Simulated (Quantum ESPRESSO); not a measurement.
# HgTe (Coloradoite) (F-43m) in Quantum ESPRESSO: further runs

The runs below take HgTe (Coloradoite) through band structure, with PBE.

Program: Quantum ESPRESSO 7.5. These are calculated values, not measurements. Logs are shortened: lines on timing, memory, paths and dates and some standing lists are left out, and cuts for length are marked.

### 1 The structure

Symmetry: F-43m, No. 216, cubic system. The conventional cell has a = 6.429 Å, b = 6.429 Å, c = 6.429 Å, α = 90.00°, β = 90.00°, γ = 90.00°. Around Hg (site symmetry -43m) lie 4 Te at 2.78 Å. Te (site symmetry -43m) has 4 Hg at 2.78 Å as nearest neighbours.

### 2 Band structure, PBE

Contents of pw.in:

```
&CONTROL
  calculation = 'scf'
  prefix = 'pwscf'
  outdir = './tmp'
  pseudo_dir = './pseudo'
  tprnfor = .true.
  tstress = .true.
  disk_io = 'low'
/
&SYSTEM
  ibrav = 0
  nat = 2
  ntyp = 2
  ecutwfc = 80
  nbnd = 26
  occupations = 'smearing'
  smearing = 'fd'
  degauss = 0.00367493
/
&ELECTRONS
  conv_thr = 4d-10
  electron_maxstep = 120
  mixing_beta = 0.5
/
ATOMIC_SPECIES
Hg   200.5920 Hg.upf
Te   127.6000 Te.upf
CELL_PARAMETERS angstrom
   0.0000000000    3.2145000000    3.2145000000
   3.2145000000    0.0000000000    3.2145000000
   3.2145000000    3.2145000000    0.0000000000
ATOMIC_POSITIONS angstrom
Hg     0.0000000000    0.0000000000    0.0000000000
Te     4.8217500000    4.8217500000    4.8217500000
K_POINTS automatic
7 7 7 0 0 0
```

Contents of bands.in:

```
&CONTROL
  calculation = 'bands'
  prefix = 'pwscf'
  outdir = './tmp'
  pseudo_dir = './pseudo'
  disk_io = 'low'
  verbosity = 'high'
/
&SYSTEM
  ibrav = 0
  nat = 2
  ntyp = 2
  ecutwfc = 80
  nbnd = 26
  occupations = 'smearing'
  smearing = 'fd'
  degauss = 0.00367493
/
&ELECTRONS
  conv_thr = 1d-08
  electron_maxstep = 120
  mixing_beta = 0.5
  diago_full_acc = .true.
  startingwfc = 'random'
/
ATOMIC_SPECIES
Hg   200.5920 Hg.upf
Te   127.6000 Te.upf
CELL_PARAMETERS angstrom
   0.0000000000    3.2145000000    3.2145000000
   3.2145000000    0.0000000000    3.2145000000
   3.2145000000    3.2145000000    0.0000000000
ATOMIC_POSITIONS angstrom
Hg     0.0000000000    0.0000000000    0.0000000000
Te     4.8217500000    4.8217500000    4.8217500000
K_POINTS crystal
60
 0.0000000000  0.0000000000  0.0000000000 1
 0.0625000000  0.0000000000  0.0625000000 1
 0.1250000000  0.0000000000  0.1250000000 1
 0.1875000000  0.0000000000  0.1875000000 1
 0.2500000000  0.0000000000  0.2500000000 1
 0.3125000000  0.0000000000  0.3125000000 1
 0.3750000000  0.0000000000  0.3750000000 1
 0.4375000000  0.0000000000  0.4375000000 1
 0.5000000000  0.0000000000  0.5000000000 1
 0.5000000000  0.0625000000  0.5625000000 1
 0.5000000000  0.1250000000  0.6250000000 1
 0.5000000000  0.1875000000  0.6875000000 1
 0.5000000000  0.2500000000  0.7500000000 1
 0.4375000000  0.3125000000  0.7500000000 1
 0.3750000000  0.3750000000  0.7500000000 1
 0.3375000000  0.3375000000  0.6750000000 1
 0.3000000000  0.3000000000  0.6000000000 1
 0.2625000000  0.2625000000  0.5250000000 1
 0.2250000000  0.2250000000  0.4500000000 1
 0.1875000000  0.1875000000  0.3750000000 1
 0.1500000000  0.1500000000  0.3000000000 1
 0.1125000000  0.1125000000  0.2250000000 1
 0.0750000000  0.0750000000  0.1500000000 1
 0.0375000000  0.0375000000  0.0750000000 1
 0.0000000000  0.0000000000  0.0000000000 1
 0.0625000000  0.0625000000  0.0625000000 1
 0.1250000000  0.1250000000  0.1250000000 1
 0.1875000000  0.1875000000  0.1875000000 1
 0.2500000000  0.2500000000  0.2500000000 1
 0.3125000000  0.3125000000  0.3125000000 1
 0.3750000000  0.3750000000  0.3750000000 1
 0.4375000000  0.4375000000  0.4375000000 1
 0.5000000000  0.5000000000  0.5000000000 1
 0.5250000000  0.4500000000  0.5250000000 1
 0.5500000000  0.4000000000  0.5500000000 1
 0.5750000000  0.3500000000  0.5750000000 1
 0.6000000000  0.3000000000  0.6000000000 1
 0.6250000000  0.2500000000  0.6250000000 1
 0.5833333333  0.2500000000  0.6666666667 1
 0.5416666667  0.2500000000  0.7083333333 1
 0.5000000000  0.2500000000  0.7500000000 1
 0.5000000000  0.2857142857  0.7142857143 1
 0.5000000000  0.3214285714  0.6785714286 1
 0.5000000000  0.3571428571  0.6428571429 1
 0.5000000000  0.3928571429  0.6071428571 1
 0.5000000000  0.4285714286  0.5714285714 1
 0.5000000000  0.4642857143  0.5357142857 1
 0.5000000000  0.5000000000  0.5000000000 1
 0.4821428571  0.4821428571  0.5357142857 1
 0.4642857143  0.4642857143  0.5714285714 1
 0.4464285714  0.4464285714  0.6071428571 1
 0.4285714286  0.4285714286  0.6428571429 1
 0.4107142857  0.4107142857  0.6785714286 1
 0.3928571429  0.3928571429  0.7142857143 1
 0.3750000000  0.3750000000  0.7500000000 1
 0.6250000000  0.2500000000  0.6250000000 1
 0.5937500000  0.1875000000  0.5937500000 1
 0.5625000000  0.1250000000  0.5625000000 1
 0.5312500000  0.0625000000  0.5312500000 1
 0.5000000000  0.0000000000  0.5000000000 1
```

Potentials or basis: PseudoDojo 0.4.1 SR PBE standard.

Run with:

```bash
$ OMP_NUM_THREADS=1 pw.x -in pw.in > pw.out
$ OMP_NUM_THREADS=1 pw.x -in bands.in > bands.out
```

pw.out:

```text
This program is part of the open-source Quantum ESPRESSO suite
     for quantum simulation of materials; please cite
[... 9 lines left out ...]
     --------------------
     sticks:   dense  smooth     PW     G-vecs:    dense   smooth      PW
     Sum        1639    1639    463                43599    43599    6615

     Using Slab Decomposition

     bravais-lattice index     =            0
     lattice parameter (alat)  =       8.5907  a.u.
     unit-cell volume          =     448.2981 (a.u.)^3
     number of atoms/cell      =            2
     number of atomic types    =            2
     number of electrons       =        36.00
     number of Kohn-Sham states=           26
     kinetic-energy cutoff     =      80.0000  Ry
     charge density cutoff     =     320.0000  Ry
     scf convergence threshold =      4.0E-10
     mixing beta               =       0.5000
     number of iterations used =            8  plain     mixing
     Exchange-correlation= PBE
                           (   1   4   3   4   0   0   0)

     celldm(1)=   8.590675  celldm(2)=   0.000000  celldm(3)=   0.000000
     celldm(4)=   0.000000  celldm(5)=   0.000000  celldm(6)=   0.000000

     crystal axes: (cart. coord. in units of alat)
               a(1) = (   0.000000   0.707107   0.707107 )
               a(2) = (   0.707107   0.000000   0.707107 )
               a(3) = (   0.707107   0.707107   0.000000 )

     reciprocal axes: (cart. coord. in units 2 pi/alat)
               b(1) = ( -0.707107  0.707107  0.707107 )
               b(2) = (  0.707107 -0.707107  0.707107 )
               b(3) = (  0.707107  0.707107 -0.707107 )

     PseudoPot. # 1 for Hg read from file:
     Hg.upf
     Pseudo is Norm-conserving + core correction, Zval = 20.0
     Generated using ONCVPSP code by D. R. Hamann
     Using radial grid of 1262 points,  7 beta functions with:
                l(1) =   0
                l(2) =   0
                l(3) =   1
                l(4) =   1
                l(5) =   2
                l(6) =   2
                l(7) =   3

     PseudoPot. # 2 for Te read from file:
     Te.upf
     Pseudo is Norm-conserving + core correction, Zval = 16.0
     Generated using ONCVPSP code by D. R. Hamann
     Using radial grid of 1294 points,  6 beta functions with:
                l(1) =   0
                l(2) =   0
                l(3) =   1
                l(4) =   1
                l(5) =   2
                l(6) =   2

     atomic species   valence    mass     pseudopotential
     Hg               20.00   200.59200     Hg( 1.00)
     Te               16.00   127.60000     Te( 1.00)

     24 Sym. Ops. (no inversion) found

   Cartesian axes

     site n.     atom                  positions (alat units)
         1        Hg     tau(   1) = (   0.0000000   0.0000000   0.0000000  )
         2        Te     tau(   2) = (   1.0606602   1.0606602   1.0606602  )

     number of k points=    20  Fermi-Dirac smearing, width (Ry)=  0.0037
                       cart. coord. in units 2pi/alat
        k(    1) = (   0.0000000   0.0000000   0.0000000), wk =   0.0058309
        k(    2) = (   0.1010153   0.1010153  -0.1010153), wk =   0.0466472
        k(    3) = (   0.2020305   0.2020305  -0.2020305), wk =   0.0466472
        k(    4) = (   0.3030458   0.3030458  -0.3030458), wk =   0.0466472
        k(    5) = (   0.2020305  -0.0000000   0.0000000), wk =   0.0349854
        k(    6) = (   0.3030458   0.1010153  -0.1010153), wk =   0.1399417
[... 12 lines left out ...]
        k(   19) = (  -0.1010153  -0.5050763   0.7071068), wk =   0.1399417
        k(   20) = (   0.0000000  -0.4040610   0.6060915), wk =   0.1399417

     Dense  grid:    43599 G-vectors     FFT dimensions: (  50,  50,  50)

     Initial potential from superposition of free atoms

     starting charge      35.9997, renormalised to      36.0000
     Starting wfcs are   19 randomized atomic wfcs +    7 random wfcs

     Self-consistent Calculation

     iteration #  1     ecut=    80.00 Ry     beta= 0.50
     Davidson diagonalization with overlap
     ethr =  1.00E-02,  avg # of iterations =  5.2

     Threshold (ethr) on eigenvalues was too large:
     Diagonalizing with lowered threshold

     Davidson diagonalization with overlap
     ethr =  1.41E-04,  avg # of iterations =  3.8

     total energy              =    -542.95968676 Ry
     estimated scf accuracy    <       0.05130139 Ry

     iteration #  2     ecut=    80.00 Ry     beta= 0.50
     Davidson diagonalization with overlap
     ethr =  1.43E-04,  avg # of iterations =  2.0
[... 43 lines left out ...]
     total energy              =    -542.97520356 Ry
     estimated scf accuracy    <          6.3E-10 Ry

     iteration #  9     ecut=    80.00 Ry     beta= 0.50
     Davidson diagonalization with overlap
     ethr =  1.74E-12,  avg # of iterations =  2.0

     End of self-consistent calculation

          k = 0.0000 0.0000 0.0000 (  5521 PWs)   bands (ev):

  -106.0257 -54.3568 -54.3568 -54.3568 -27.6828 -27.6828 -27.6828 -27.6747
   -27.6747  -2.9625   1.7094   1.7094   1.7094   2.2600   2.2600   8.4564
     9.1432   9.1432   9.1432  13.3685  13.3685  13.3685  15.6703  18.8781
    18.8789  19.1057

          k = 0.1010 0.1010-0.1010 (  5405 PWs)   bands (ev):

  -106.0257 -54.3569 -54.3568 -54.3568 -27.6829 -27.6827 -27.6827 -27.6747
   -27.6747  -2.8596   1.7380   1.7380   1.7483   2.2575   2.2575   7.0754
     8.9138   8.9138   9.8976  13.3396  13.6687  13.6687  16.7931  17.8888
    17.8888  18.6376
[... 92 lines left out ...]
          k =-0.0000-0.6061 0.6061 (  5416 PWs)   bands (ev):

  -106.0257 -54.3570 -54.3569 -54.3569 -27.6836 -27.6824 -27.6823 -27.6748
   -27.6742  -2.1644   1.9006   2.0462   2.0837   2.3121   2.7943   3.5952
     6.4641   6.9412  11.2571  12.1916  16.6664  17.2657  17.8039  19.5691
    20.8531  21.1761

          k = 0.4041 0.2020 0.0000 (  5418 PWs)   bands (ev):

  -106.0257 -54.3569 -54.3569 -54.3569 -27.6832 -27.6826 -27.6825 -27.6747
   -27.6744  -2.4323   1.8426   1.8887   2.0168   2.2686   2.3136   4.8627
     7.0011   7.8458  11.4343  12.9140  14.3436  15.7042  17.0746  19.4915
    19.6796  20.2657

          k =-0.2020-0.4041 0.6061 (  5429 PWs)   bands (ev):

  -106.0257 -54.3569 -54.3569 -54.3569 -27.6832 -27.6827 -27.6824 -27.6746
   -27.6744  -2.2699   1.8902   1.9227   2.1841   2.2733   2.5716   3.9165
     6.5205   7.4673  11.6293  13.5426  14.4503  16.2905  17.2549  19.1289
    19.8215  20.8855
[... 8 lines left out ...]
          k = 0.0000-0.4041 0.6061 (  5402 PWs)   bands (ev):

  -106.0257 -54.3569 -54.3569 -54.3569 -27.6832 -27.6828 -27.6823 -27.6747
   -27.6744  -2.1797   1.9240   1.9832   2.1909   2.2474   2.8376   3.5994
     6.2009   6.9319  11.9932  13.5806  14.8368  15.7518  17.9097  19.3486
    21.1418  21.3006

     the Fermi energy is     9.1838 ev

!    total energy              =    -542.97520356 Ry
     estimated scf accuracy    <          2.3E-10 Ry
     smearing contrib. (-TS)   =      -0.00005067 Ry
     internal energy E=F+TS    =    -542.97515289 Ry

     The total energy is F=E-TS. E is the sum of the following terms:
     one-electron contribution =    -312.12230170 Ry
     hartree contribution      =     163.47728253 Ry
     xc contribution           =    -104.52074473 Ry
     ewald contribution        =    -289.80938899 Ry

     convergence has been achieved in   9 iterations

     Forces acting on atoms (cartesian axes, Ry/au):

     atom    1 type  1   force =     0.00000000    0.00000000    0.00000000
     atom    2 type  2   force =    -0.00000000   -0.00000000    0.00000000

     Total force =     0.000000     Total SCF correction =     0.000000

     Computing stress (Cartesian axis) and pressure

          total   stress  (Ry/bohr**3)                   (kbar)     P=       45.95
   0.00031234   0.00000000   0.00000000           45.95        0.00        0.00
   0.00000000   0.00031234   0.00000000            0.00       45.95        0.00
   0.00000000   0.00000000   0.00031234            0.00        0.00       45.95

=------------------------------------------------------------------------------=
   JOB DONE.
=------------------------------------------------------------------------------=
```

It took 3.3 min on 1 thread of Arm Neoverse V1, shared host; peak memory 0.18 GiB.

What came out:

```yaml
Free_energy: -7387.5540 eV
Pressure: 4.6 GPa
Band_gap_on_the_k_mesh: none (metal or under the smearing width)
```

Levels at the corners of the path, in eV from the Fermi level:
```tsv
point	band 16	band 17	band 18	band 19	band 20	band 21
Γ	-0.73	-0.04	-0.04	-0.04	4.18	4.18
X	-5.56	-2.38	-2.38	1.86	2.42	8.22
W	-5.66	-2.78	-2.66	3.12	4.58	5.28
K	-5.59	-3.03	-1.98	2.21	3.98	7.03
Γ	-0.73	-0.04	-0.04	-0.04	4.18	4.18
L	-5.63	-1.06	-1.06	0.67	5.01	5.01
U	-5.59	-3.03	-1.98	2.21	3.98	7.03
W	-5.66	-2.78	-2.66	3.12	4.58	5.28
L	-5.63	-1.06	-1.06	0.67	5.01	5.01
K	-5.59	-3.03	-1.98	2.21	3.98	7.03
U	-5.59	-3.03	-1.98	2.21	3.98	7.03
X	-5.56	-2.38	-2.38	1.86	2.42	8.22
```

Caveat: spin-orbit coupling is left out, which moves the levels of the heavy elements.

### 3 Band structure, PBE, spin-orbit coupling, no magnetisation

Edit pw.in of step 2 so:

```diff
@@ -14,3 +14,3 @@
   ecutwfc = 80
-  nbnd = 26
+  nbnd = 52
   occupations = 'smearing'
@@ -18,2 +18,4 @@
   degauss = 0.00367493
+  noncolin = .true.
+  lspinorb = .true.
 /
```

Edit bands.in of step 2 so:

```diff
@@ -13,3 +13,3 @@
   ecutwfc = 80
-  nbnd = 26
+  nbnd = 52
   occupations = 'smearing'
@@ -17,2 +17,4 @@
   degauss = 0.00367493
+  noncolin = .true.
+  lspinorb = .true.
 /
```

Potentials or basis: PseudoDojo 0.4 FR PBE standard.

Run with:

```bash
$ OMP_NUM_THREADS=1 pw.x -in pw.in > pw.out
$ OMP_NUM_THREADS=1 pw.x -in bands.in > bands.out
```

Wall time 17 min (1 thread of Arm Neoverse V1, shared host); peak memory 0.6 GiB.

Results (log left out):

```
Free energy            : -7392.8632 eV
Pressure               : 4.2 GPa
Band gap on the k mesh : none (metal or under the smearing width)
```

Levels at the corners of the path, in eV from the Fermi level:
```
point  band 32  band 33  band 34  band 35  band 36  band 37  band 38  band 39  band 40  band 41
    Γ    -0.93    -0.79    -0.79    -0.01    -0.01    -0.01    -0.01     3.05     3.05     4.30
    X    -5.67    -2.74    -2.74    -2.57    -2.57     1.65     1.65     2.17     2.17     7.90
    W    -5.72    -3.21    -2.96    -2.91    -2.82     2.67     3.10     4.31     4.37     4.57
    K    -5.61    -3.31    -3.29    -2.25    -2.22     1.89     2.05     3.69     3.77     6.42
    Γ    -0.93    -0.79    -0.79    -0.01    -0.01    -0.01    -0.01     3.05     3.05     4.30
    L    -5.85    -1.58    -1.58    -1.03    -1.03     0.43     0.43     4.46     4.46     4.97
    U    -5.61    -3.31    -3.29    -2.25    -2.22     1.89     2.05     3.69     3.77     6.42
    W    -5.72    -3.21    -2.96    -2.91    -2.82     2.67     3.10     4.31     4.37     4.57
    L    -5.85    -1.58    -1.58    -1.03    -1.03     0.43     0.43     4.46     4.46     4.97
    K    -5.61    -3.31    -3.29    -2.25    -2.22     1.89     2.05     3.69     3.77     6.42
    U    -5.61    -3.31    -3.29    -2.25    -2.22     1.89     2.05     3.69     3.77     6.42
    X    -5.67    -2.74    -2.74    -2.57    -2.57     1.65     1.65     2.17     2.17     7.90
```
